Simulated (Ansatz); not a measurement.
# Property card for Zr

Method: DFT PBE, scalar-relativistic, plane waves, PAW in Ansatz.

Settings: cutoff 420 eV, Γ-centred mesh 18×18×8 on the computed 2-atom cell, Gaussian smearing of 0.10 eV; no spin polarisation.

The structure is relaxed at this level of theory with its symmetry kept.

```
Zr
1.0
     3.23363    0.00000    0.00000
    -1.61681    2.80040    0.00000
     0.00000    0.00000    5.16749
Zr
2
Direct
  0.33333 0.66667 0.25000
  0.66667 0.33333 0.75000
```

```
Space group                                                       : P6_3/mmc (No. 194)
Volume per atom                                                   : 23.40 Å³
Formation energy from the elements' standard states (uncorrected) : -0.001 eV/atom
Kohn–Sham band gap                                                : none (metal)
Density of states at the Fermi level                              : 1.70 states/eV per cell
Löwdin character within 0.5 eV of the Fermi level                 : Zr 4d 90 %, unprojected 4 %
Bulk modulus                                                      : 93 GPa
Its pressure derivative                                           : 3.1
Bader charges (e)                                                 : Zr (2 in the cell) 0.00
```